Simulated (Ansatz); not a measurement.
Crystal: Ga.

```xyz
2
Lattice="2.7784 0.0000 0.0000 0.0000 3.2816 0.0000 -1.3434 0.0000 3.9903" Properties=species:S:1:pos:R:3 pbc="T T T"
Ga   -0.6607    2.4612    3.0732
Ga    2.0957    0.8204    0.9171
```

This isn't the form of Ga at room conditions, which is orthorhombic.

* Program: Ansatz 0.2.0
* Task: relaxation of cell and atoms
* Functional: PBE
* Dispersion: D3(BJ)-ATM
* Potentials or basis: Ansatz PAW
* Cutoff: 420 eV (not typed: the program's choice for these potentials)
* k mesh: 10 × 8 × 7
* Occupations: fermi-dirac, width 0.05 eV
* Spin: no spin polarisation

At the start: volume 18.19 Å³/atom.

Q: Where does the relaxation end?

A: It ends after 8 steps and the volume is 18.34 Å³/atom (+0.8 %); space group P2_1/m (No. 11, to 0.05 Å).

Step by step:
```tsv
step	energy change (eV)	largest force (eV/Å)	volume (Å³)
1	0.0000	0.0854	36.38
2	-0.0060	0.0231	36.57
3	-0.0070	0.0058	36.71
4	-0.0072	0.0100	36.63
5	-0.0073	0.0026	36.72
6	-0.0073	0.0009	36.69
7	-0.0074	0.0006	36.68
8	-0.0074	0.0005	36.68
```

Final structure:
```
Ga
1.0
     2.79321    0.00000   -0.03737
     0.00000    3.21443    0.00000
    -1.40424    0.00000    4.10425
Ga
2
Direct
  0.12376 0.75000 0.76789
  0.87624 0.25000 0.23211
```

Caveat: the plane-wave basis is chosen anew once the cell has moved, so the energies of steps on either side of that aren't comparable; pairwise dispersion overbinds metals, which lowers pressure and volume.
